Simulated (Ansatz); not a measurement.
TiSi2:

```xyz
6
Lattice="0.0000 4.1175 4.2629 2.3895 0.0000 4.2629 2.3895 4.1175 0.0000" Properties=species:S:1:pos:R:3 pbc="T T T"
Ti    3.5843    6.1763    6.3943
Ti    2.3895    4.1175    4.2629
Si    1.1948    3.3975    2.1314
Si    1.1948    0.7200    2.1314
Si    2.3895    1.3387    4.2629
Si    2.3895    6.8963    4.2629
```

The cell is a database's computed one.

Base run:

```yaml
Program: Ansatz 0.2.0
Functional: PBE
Potentials_or_basis: Ansatz PAW
Cutoff: "420 eV (not typed: the program's choice for these potentials)"
k_mesh: 7 × 7 × 7
Occupations: fermi-dirac, width 0.05 eV
Spin: no spin polarisation
```

Its results: band gap on the k mesh none (metal or under the smearing width); pressure 2.1 GPa; largest force 0.020 eV/Å.

Q: After a change of settings the same cell gave: band gap on the k mesh none (metal or under the smearing width); pressure 4.0 GPa; largest force 0.011 eV/Å. Which change was it?
A. functional from PBE to revPBE
B. functional from PBE to BLYP
C. functional from PBE to r2SCAN; cutoff from 420 eV (not typed: the program's choice for these potentials) to 500 eV (not typed: the program's choice for these potentials)
D. functional from PBE to PBEsol

A: A.

revPBE binds less tightly than PBE, so the same cell stands under more pressure.

Caveats: the density of states is complete only up to the lowest level of the last band computed; the PAW data sets come from PBE, with cores solved anew for the run's functional, which leaves a small shift of forces and pressure (some runs).
